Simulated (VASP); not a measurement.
A run of VASP 6.6.1:

The input INCAR:

```
PREC = Accurate ; ENCUT = 520
EDIFF = 1E-7 ; ISMEAR = -1
SIGMA = 0.1 ; LREAL = F
LASPH = T ; NELM = 80
ALGO = Fast ; ISIF = 2
LWAVE = F ; LCHARG = F
GGA = PS ; NBANDS = 12
```

File KPOINTS:

```
Automatic mesh
0
Gamma
  12 12 12
```

Contents of POSCAR:

```
Y
1.0
    0.0000000000      2.4909599377      2.4909599377
    2.4909599377      0.0000000000      2.4909599377
    2.4909599377      2.4909599377      0.0000000000
Y
1
Direct
    0.0000000000      0.0000000000      0.0000000000
```

Potentials or basis: VASP PAW PBE potentials, release 64 (Y_sv).

Command:

```console
$ cat potpaw_PBE.64/Y_sv/POTCAR > POTCAR
$ mpirun -np 1 vasp_std > vasp.out
```

Hardware: 1 thread of Intel(R) Xeon(R) Platinum 8488C (Sapphire Rapids) (shared host).

**Question.** Estimate the wall time of this run.

**Answer.** Wall time 33 s on 1 thread of Intel(R) Xeon(R) Platinum 8488C (Sapphire Rapids), with other jobs on the host, peak memory 0.18 GiB. Counts: scf iterations 17, k points 72.
